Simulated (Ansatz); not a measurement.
# AlN: the cost of one run

Method: DFT PBEsol, scalar-relativistic, plane waves, PAW, in Ansatz 0.2.0.

4 further runs of the same task are left out: 4 set aside as unsound or not needed.

**1. The structure to begin with**

The cell holds 36 atoms (Al18N17O): a = 7.343 Å, b = 7.343 Å, c = 7.343 Å, α = 79.00°, β = 79.00°, γ = 79.00°.

The coordinates of this cell stand in the input of its own run.

The host was relaxed before at PBEsol: a = 3.114 Å, b = 3.114 Å, c = 4.984 Å, α = 90.00°, β = 90.00°, γ = 120.00° (conventional cell), 10.461 Å³/atom.

Places, in fractions of the supercell: O in place of N at (0.151, 0.817, 0.151). The start keeps the symmetry of the ideal site.

**2. Band edges of the host over the zone**

Input file input.yaml:

```yaml
crystal:
  lattice:
    - [3.1137807686, 0.0, 0.0]
    - [-1.5568903843, 2.6966132474, 0.0]
    - [0.0, 0.0, 4.9836450158]
  atoms:
    - { symbol: Al, position: [0.6666666667, 0.3333333333, 0.4990218916] }
    - { symbol: Al, position: [0.3333333333, 0.6666666667, 0.9990218916] }
    - { symbol: "N", position: [0.6666666667, 0.3333333333, 0.8809781084] }
    - { symbol: "N", position: [0.3333333333, 0.6666666667, 0.3809781084] }
basis:
  ecutwfc: 420
  xc_grid: 2
kpoints:
  mp_grid: { grid: [9, 9, 4] }
  band_path: { path: [VBM, CBM], npoints: 2 }
hamiltonian:
  xc: pbesol
scf:
  occupations: { method: gaussian, width: 0.02 }
output:
  forces: true
  stress: true
  eigenvalues: true
```

Command:

```sh
$ ansatz run input.yaml --threads 8 --pin off --max-ram 16384MiB --backend cpu --events-out ev --progress --plain --runs-dir out
```

**Question.** How long does this run take on 8 threads of Arm Neoverse V1, shared host, and how much memory does it need?

About 1.1 s, with a peak of 0.34 GiB.
